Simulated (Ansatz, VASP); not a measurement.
Two plane-wave programs on CdS (Greenockite)

```
Cd S
1.0
     4.15000    0.00000    0.00000
    -2.07500    3.59401    0.00000
     0.00000    0.00000    6.73700
Cd S
2 2
Direct
  0.66667 0.33333 0.50000
  0.33333 0.66667 0.00000
  0.66667 0.33333 0.87500
  0.33333 0.66667 0.37500
```

Alike in both runs: task single point; functional PBE; k mesh 7 × 7 × 4; occupations gaussian, width 0.012 eV; no spin polarisation.

|  | VASP | Ansatz |
| --- | --- | --- |
| version | VASP 6.6.1 | Ansatz 0.2.0 |
| potentials or method | VASP PAW PBE potentials, release 64 (Cd, S) | Ansatz PAW |
| plane-wave cutoff (eV) | 520 | 420 |
| valence electrons in the cell | 36 | 52 |

|  | VASP | Ansatz | Ansatz less VASP |
| --- | --- | --- | --- |
| gap on the k mesh at the Fermi level (eV) | 1.20 | 1.20 | -0.003 |
| least direct gap on the mesh (eV) | 1.20 | 1.20 | -0.003 |
| pressure (GPa) | 2.4 | 2.1 | -0.34 |
| largest component of the traceless stress (GPa) | 0.44 | 0.42 | -0.014 |
| rms of the force components (eV/Å) | 0.040 | 0.039 | -0.0009 |

Atom by atom the forces differ by 0.001 eV/Å (rms over components). With one functional, cell and mesh, what is left measures potentials, basis and numerics. The two sets of potentials don't hold the same shells in valence.

Caveats: odd divisions of the mesh miss points on the zone boundary, where band edges often lie, so the gap on the mesh can be too wide (Ansatz). As with any semilocal functional, this PBE gap is likely too small.
